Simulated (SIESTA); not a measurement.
ZnO (zincite):

```
CELL_PARAMETERS angstrom
3.24931 0.00000 0.00000
-1.62465 2.81398 0.00000
0.00000 0.00000 5.20571
ATOMIC_POSITIONS crystal
Zn 0.66667 0.33333 0.00000
Zn 0.33333 0.66667 0.50000
O 0.33333 0.66667 0.87901
O 0.66667 0.33333 0.37901
```

Program: SIESTA 5.4.2. Alike in all runs: no spin polarisation; cell as given; smearing fermi-dirac 0.05 eV; grid cutoff 800 Ry; energy shift 0.002 Ry.

Q: Order these runs on this cell by their pressure, lowest first.
A. level vdW-DF-cx; potentials or basis PseudoDojo 0.4 standard (PBE files), DZP (energy shift 0.002 Ry); k mesh 9 × 9 × 5
B. level SVWN5; potentials or basis PseudoDojo 0.4 standard (LDA files), DZP (energy shift 0.002 Ry); k mesh 9 × 9 × 5
C. level PBE; potentials or basis PseudoDojo 0.4 standard (PBE files), DZP (energy shift 0.002 Ry); k mesh 7 × 7 × 4; broadening (eV) 0.2 eV; window to (eV) 40 eV; polarisation polarized; direction 0.0 0.0 1.0; optical mesh offset true

A: B (-5.3 GPa), A (2.5 GPa), C (6.4 GPa).

Caveats: semicore shells carry a single zeta, which can move pressures by several GPa and volumes by a few percent; the basis of atomic orbitals isn't converged, which shifts pressures, moduli and gaps; the basis holds too few empty states to meet the f-sum rule, so the spectrum is short of weight at high energy (some runs).
